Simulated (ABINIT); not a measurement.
The system is HfO2.

```
Hf O
1.0
     0.00000    2.55750    2.55750
     2.55750    0.00000    2.55750
     2.55750    2.55750    0.00000
Hf O
1 2
Cartesian
  0.0000 0.0000 0.0000
  3.8363 3.8363 3.8363
  1.2788 1.2788 1.2788
```

Measurements of this composition are mostly on another form, of space group No. 14.

Base run:

| Property | Result |
| --- | --- |
| Program | ABINIT 10.8.3 (patched build) |
| Functional | PBE |
| Potentials or basis | Ansatz NC PBE |
| Cutoff | 1252 eV |
| k mesh | 9 × 9 × 9 |
| Occupations | fermi-dirac, width 0.05 eV |
| Spin | no spin polarisation |

Its results: band gap on the k mesh 3.82 eV, indirect (least direct gap 3.94 eV); pressure -2.5 GPa.

The run is repeated on the same cell with these changes: potentials or basis from Ansatz NC PBE to PseudoDojo NC SR PBE v0.5 stringent; cutoff from 1252 eV to 1796 eV. What comes out?

Band gap on the k mesh 3.83 eV, indirect (least direct gap 3.94 eV); pressure -3.2 GPa.

Caveats: spin-orbit coupling is left out, which moves the levels of the heavy elements; the mesh misses the band edges, which the band path finds closer together.
